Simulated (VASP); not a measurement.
Ge, 2 atoms in the cell. Symmetry: I4_1/amd, No. 141, tetragonal system. The conventional cell has a = 5.149 Å, b = 5.149 Å, c = 2.795 Å, α = 90.00°, β = 90.00°, γ = 90.00°. Ge (site symmetry -4m2) is surrounded by 6 Ge at 2.67 to 2.79 Å. This isn't the form of Ge at room conditions, which is diamond.

```yaml
Program: VASP 6.6.1
Task: relaxation of cell and atoms
Functional: LDA
Potentials_or_basis: VASP PAW LDA potentials, release 64 (Ge_d)
Cutoff: 600 eV
k_mesh: 14 × 14 × 14
Occupations: gaussian, width 0.03 eV
Spin: no spin polarisation
Target_pressure: 13.3 GPa
Further_INCAR_settings: ALGO = Normal; EDIFF = 1e-06; IBRION = 2; EDIFFG = -0.01; NSW = 90; ISIF = 3
Target_pressure: 13.3 GPa
```

Potentials or basis: VASP PAW LDA potentials, release 64 (Ge_d).

Run with:

```console
$ cat potpaw_LDA.64/Ge_d/POTCAR > POTCAR
$ mpirun -np 1 vasp_std > vasp.out
```

Hardware: 1 thread of Intel(R) Xeon(R) Platinum 8259CL CPU @ 2.50GHz (Skylake/Cascade Lake), with other jobs on the host.

Problem. Estimate the wall time of this run.

Solution. It took 19 min on 1 thread of Intel(R) Xeon(R) Platinum 8259CL CPU @ 2.50GHz (Skylake/Cascade Lake), on a shared host, peak memory 0.3 GiB. Counts: scf iterations 95, k points 244, ion steps 16.
